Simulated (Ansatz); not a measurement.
Crystal: WC (Qusongite).

```
W C
1.0
     2.90650    0.00000    0.00000
    -1.45325    2.51710    0.00000
     0.00000    0.00000    2.83660
W C
1 1
Cartesian
  0.0000 0.0000 0.0000
  1.4533 0.8390 1.4183
```

Base run:

```yaml
Program: Ansatz 0.2.0
Functional: BLYP
Potentials_or_basis: Ansatz PAW
Cutoff: "420 eV (not typed: the program's choice for these potentials)"
k_mesh: 10 × 10 × 9
Occupations: fermi-dirac, width 0.05 eV
Spin: no spin polarisation
```

Its results: band gap on the k mesh none (metal or under the smearing width); pressure 18.5 GPa.

Task: After a change of settings the same cell gave: band gap on the k mesh none (metal or under the smearing width); pressure -9.8 GPa. Which change was it?
A. functional from BLYP to r2SCAN; cutoff from 420 eV (not typed: the program's choice for these potentials) to 500 eV (not typed: the program's choice for these potentials)
B. functional from BLYP to HSE06; k mesh from 10 × 10 × 9 to 5 × 5 × 5
C. functional from BLYP to RPBE
D. functional from BLYP to LDA

Result: D.

LDA binds more tightly than BLYP, so the same cell stands under less pressure.

Caveats: spin-orbit coupling is left out, which moves the levels of the heavy elements; the PAW data sets come from PBE, with cores solved anew for the run's functional, which leaves a small shift of forces and pressure; so large a pressure means that the cell lies far from this level's equilibrium, or that cutoff or potentials fall short (some runs).

Runs at the PBE level aren't shown here.
